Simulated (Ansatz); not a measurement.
# AgCl (Fm-3m): the PBE gap against the k mesh of the density

Wanted: the cheapest k mesh of the density that holds the PBE gap of AgCl (Fm-3m).

Calculated with Ansatz 0.2.0; DFT, PBE, plane waves, PAW.

Report form: the programs' logs are mostly left out.

### Step 1. The structure

Symmetry: Fm-3m, No. 225, cubic system. Conventional cell: a = 5.545 Å, b = 5.545 Å, c = 5.545 Å, α = 90.00°, β = 90.00°, γ = 90.00°. Ag has 6 Cl at 2.77 Å nearest. Nearest to Cl lie 6 Ag at 2.77 Å. Farther neighbours and most contacts between anions are not listed.

Coordinates:

```cif
data_structure
_symmetry_space_group_name_H-M 'P 1'
_symmetry_Int_Tables_number 1
_cell_length_a 3.9211
_cell_length_b 3.9211
_cell_length_c 3.9211
_cell_angle_alpha 60.000
_cell_angle_beta 60.000
_cell_angle_gamma 60.000
_cell_volume 42.63
loop_
_atom_site_label
_atom_site_type_symbol
_atom_site_fract_x
_atom_site_fract_y
_atom_site_fract_z
_atom_site_occupancy
Ag1 Ag 0.00000 0.00000 0.00000 1
Cl2 Cl 0.50000 0.50000 0.50000 1
```

The cell and positions are those that the Materials Project relaxed with its own functionals (PBE, PBE+U or r2SCAN), kept fixed. The default PAW set here is soft_2. Its files were made with PBE.

### Step 2. k mesh of the density: 2×2×2

Contents of input.yaml:

```yaml
crystal:
  lattice:
    - [0.0, 2.7726629968, 2.7726629968]
    - [2.7726629968, 0.0, 2.7726629968]
    - [2.7726629968, 2.7726629968, 0.0]
  atoms:
    - { symbol: Ag, position: [0.0, 0.0, 0.0] }
    - { symbol: Cl, position: [0.5, 0.5, 0.5] }
kpoints:
  mp_grid: { grid: [2, 2, 2] }
  band_path:
    path:
      - [0.0, 0.0, 0.0]
      - [0.5, 0.0, 0.5]
      - [0.625, 0.25, 0.625]
      - [0.375, 0.375, 0.75]
      - [0.5, 0.5, 0.5]
      - [0.5, 0.25, 0.75]
      - [0.0375, 0.0375, 0.075]
    npoints: 1
hamiltonian:
  xc: pbe
scf:
  occupations: { method: fixed }
  n_extra_bands: 4
output:
  eigenvalues: true
```

Started as:

```
ansatz run input.yaml --threads 3 --pin off --max-ram 92160MiB --backend cuda --events-out ev --progress --plain --runs-dir out --devices 1 --max-vram 13GiB
```

Elapsed: 4.1 s, on 1 × NVIDIA H100 80GB HBM3 (shared by 6 runs) with 3 threads of AMD EPYC 7R13 (Zen 3), shared host; peak memory 0.88 GiB; 3.6 s of CPU time.

Numbers from this step:

- gap: 0.8214 eV
- valence top at: L
- conduction bottom at: Γ
- least direct gap: 2.913 eV

The gap is indirect, with the least direct gap 2.09 eV higher.

### Step 3. k mesh of the density: 4×4×4

input.yaml, as its differences from that of step 2:

```diff
@@ -9,3 +9,3 @@
 kpoints:
-  mp_grid: { grid: [2, 2, 2] }
+  mp_grid: { grid: [4, 4, 4] }
   band_path:
```

It took 3 s on 1 × NVIDIA H100 80GB HBM3 (shared by 6 runs) with 3 threads; peak memory 0.89 GiB; 4.1 s of CPU time.

This step gave:

- gap: 0.9078 eV
- valence top at: L
- conduction bottom at: Γ
- least direct gap: 3.004 eV

The gap is 0.908 eV, +0.086 eV from the run before at this level.

### Step 4. k mesh of the density: 8×8×8 (the default)

input.yaml, the sections that differ from step 3:

```yaml
kpoints:
  mp_grid: { grid: [8, 8, 8] }
  band_path:
    path:
      - [[0.0, 0.0, 0.0], [0.5, 0.0, 0.5], [0.625, 0.25, 0.625]]
      - [[0.375, 0.375, 0.75], [0.0, 0.0, 0.0], [0.5, 0.5, 0.5], [0.5, 0.25, 0.75], [0.5, 0.0, 0.5]]
    npoints: 10
scf:
  occupations: { method: fermi_dirac, width: 0.02 }
  n_extra_bands: 4
output:
  eigenvalues: true
  write_density: true
  write_potential: true
  elf: true
  volumetric_format: npy
# crystal, hamiltonian: as in step 3
```

The job ended after 10 s (1 × NVIDIA H100 80GB HBM3 (shared by 6 runs) with 3 threads; peak memory 0.9 GiB; 3.9 s of CPU time).

This step gave:

| Property | Result |
| --- | --- |
| gap | 0.9114 eV |
| valence top at | L |
| conduction bottom at | Γ |
| least direct gap | 3.007 eV |

The gap is 0.911 eV, +0.004 eV from the run before at this level.

### Step 5. k mesh of the density: 10×10×10

input.yaml, the sections that differ from step 4:

```yaml
kpoints:
  mp_grid: { grid: [10, 10, 10] }
  band_path:
    path:
      - [0.0, 0.0, 0.0]
      - [0.5, 0.0, 0.5]
      - [0.625, 0.25, 0.625]
      - [0.375, 0.375, 0.75]
      - [0.5, 0.5, 0.5]
      - [0.5, 0.25, 0.75]
      - [0.0375, 0.0375, 0.075]
    npoints: 1
scf:
  occupations: { method: fixed }
  n_extra_bands: 4
output:
  eigenvalues: true
# crystal, hamiltonian: as in step 4
```

It took 4.3 s on 1 × NVIDIA H100 80GB HBM3 (shared by 6 runs) with 3 threads; peak memory 0.89 GiB.

This step gave:

| Property | Result |
| --- | --- |
| gap | 0.9114 eV |
| valence top at | L |
| conduction bottom at | Γ |
| least direct gap | 3.007 eV |

The gap is 0.911 eV, as in the run before at this level.

### Step 6. The series

Differences are against the last row; a negative gap means that bands overlap, and a run with a band path holds that path's time. Times are wall times on 1 × NVIDIA H100 80GB HBM3 (shared by 6 runs) with 3 threads of AMD EPYC 7R13 (Zen 3), shared host, good to a factor of about two.

```
k mesh of the density  gap (eV)  direct gap (eV)  gap error (eV)  energy error (meV/atom)  irreducible k   time
                2×2×2     0.821            2.913          −0.090                   +358.6              3  4.1 s
                4×4×4     0.908            3.004          −0.004                     +6.2              8    3 s
                8×8×8     0.911            3.007          +0.000                     +0.0             29   10 s
             10×10×10     0.911            3.007          +0.000                     +0.0             47  4.3 s
```

### Step 7. Summary of results

```json
{"2×2×2": "0.821 eV", "4×4×4": "0.908 eV", "8×8×8": "0.911 eV", "10×10×10": "0.911 eV"}
```

What this shows: The gap holds to 0.02 eV from 4×4×4 on. At 2×2×2 the gap is off by −0.090 eV and the energy by +359 meV/atom. The gap is read over the mesh and added points near the edges, so meshes differ mainly through the density and, for a hybrid, the exchange operator.

[Paths, hosts, dates, memory and timing lines, banners, echoed tables and standing remarks are left out of the program output.]

[Logs are printed without paths, hosts, clocks, repeated set-up lines and the standing remarks that a program may print on its own settings, such as how far it seeks lower states.]

[Runs of the session that timed out or met a known fault of the program may be left out.]

[Cells called generated may have been cut or substituted from an entry of the Crystallography Open Database or the Materials Project.]

[Hosts, paths, dates, database ids (printed as entryN), source tags and the programs' standing remarks are cut or masked in the printed files.]
